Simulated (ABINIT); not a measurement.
Rh in ABINIT: the effect of target pressure

The system is Rh.

```
Rh
1.0
     2.73098    0.00000    0.00000
    -1.36549    2.36510    0.00000
     0.00000    0.00000    4.42849
Rh
2
Direct
  0.33333 0.66667 0.25000
  0.66667 0.33333 0.75000
```

This isn't the form of Rh at room conditions, which is fcc.

Alike in all runs:

- Program: ABINIT 10.8.3 (patched build)
- Task: relaxation of cell and atoms
- Functional: PBEsol
- Potentials or basis: JTH PAW PBE v2.0
- Cutoff: 435 eV
- k mesh: 11 × 11 × 6
- Occupations: fermi-dirac, width 0.05 eV
- Spin: no spin polarisation

Each run relaxes the cell or the atoms first.

```csv
target pressure,relaxed volume (Å³/atom)
0 GPa,?
10 GPa,13.16
20 GPa,12.81
```

Question: What does the run with target pressure 0 GPa give?

Answer: Relaxed volume 13.59 Å³/atom.

Caveats: the PAW data sets were made with another functional, which shifts forces and pressure a little.
